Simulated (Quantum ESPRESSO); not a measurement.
**Hf: phonons at N under several settings**

```xyz
1
Lattice="-1.8050 1.8050 1.8050 1.8050 -1.8050 1.8050 1.8050 1.8050 -1.8050" Properties=species:S:1:pos:R:3 pbc="T T T"
Hf    0.0000    0.0000    0.0000
```

This isn't the form of Hf at room conditions, which is hcp.

All runs used Quantum ESPRESSO 7.5; potentials GBRV 1.5 LDA; k mesh 10 × 10 × 10; no spin polarisation; cutoff 612 eV; occupations cold, width 0.2 eV.

| level | geometry | volume (Å³/atom) | pressure (GPa) | frequencies (cm⁻¹) |
| --- | --- | --- | --- | --- |
| LDA | relaxed at -3 GPa | 21.04 | -3.2 | 79i 86 101 |
| LDA | relaxed at 0 GPa | 20.48 | -0.3 | 79i 85 104 |
| LDA | relaxed at 3 GPa | 19.97 | 2.7 | 78i 84 104 |
| LDA | relaxed at 8 GPa | 19.21 | 7.7 | 76i 82 103 |
| LDA | relaxed at 15 GPa | ? | 14.6 | ? |

Task: What stands in the row left open?

Result: Volume 18.31 Å³/atom; frequencies 72i 83 108 cm⁻¹.

Values marked i are imaginary: the cell is unstable against those modes at that level, or the meshes are too thin.

Caveats: some modes are imaginary; the mesh is thin for the phonons of a metal (some runs); the cell is more than 3 GPa from zero pressure, which shifts response properties (some runs); the volume moved by over 15 % at a fixed basis, so the end points are rough (some runs).

For the row left open. Caveat: the mesh is thin for the phonons of a metal; some modes are imaginary; the volume moved by over 15 % at a fixed basis, so the end points are rough; the cell is more than 3 GPa from zero pressure, which shifts response properties.
